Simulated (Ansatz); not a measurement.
**Te2Pt (Moncheite): single point with PBE+U**

The system is Te2Pt (Moncheite).

```xyz
3
Lattice="4.0100 0.0000 0.0000 -2.0050 3.4728 0.0000 0.0000 0.0000 5.2010" Properties=species:S:1:pos:R:3 pbc="T T T"
Pt    0.0000    0.0000    0.0000
Te    2.0050    1.1576    3.9008
Te    0.0000    2.3152    1.3003
```

- Program: Ansatz 0.2.0
- Task: single point
- Functional: PBE
- Potentials or basis: all-electron LAPW, scalar-relativistic
- Cutoff: 271 eV (chosen from the basis error)
- Basis error allowed: 0.002 eV/atom
- Occupations: gaussian, width 0.05 eV
- Spin: collinear spin, program default start
- Fixed moment: 1 μB
- Hubbard terms: Pt d U = 3.5 eV
- Start of the occupations: auto
- Double counting: amf
- Hubbard projectors: atomic
- Other functionals evaluated on the density: LDA, BLYP, PBEsol

| Quantity | Value |
| --- | --- |
| Pressure | 10.0 GPa |
| Largest force | 1.281 eV/Å |
| Absolute moment | 1.00 μB per cell |
| Site moments | Pt +0.28; Te +0.21 μB |

Forces on the atoms (eV/Å):
```
Pt   0.000  0.000  0.000
Te   0.000  0.000 -1.281
Te   0.000  0.000  1.281
```

Stress tensor (GPa, compression positive):
```
10.38  0.00  0.00
 0.00 10.38  0.00
 0.00  0.00  9.16
```

It took 75 s on 2 threads of Intel(R) Xeon(R) Processor @ 2.70GHz, on a shared host, peak memory 0.83 GiB.

Caveat: U is the effective U less J, on atomic orbitals that reach past the spheres; the total moment is fixed, so each spin has its own Fermi level; the U is typed as a test and isn't derived for this compound; forces of over 1 eV/Å show positions far from the minimum, so gaps and moduli don't describe the material at rest. Spin-orbit coupling is left out, which matters for the levels of Pt, Te.
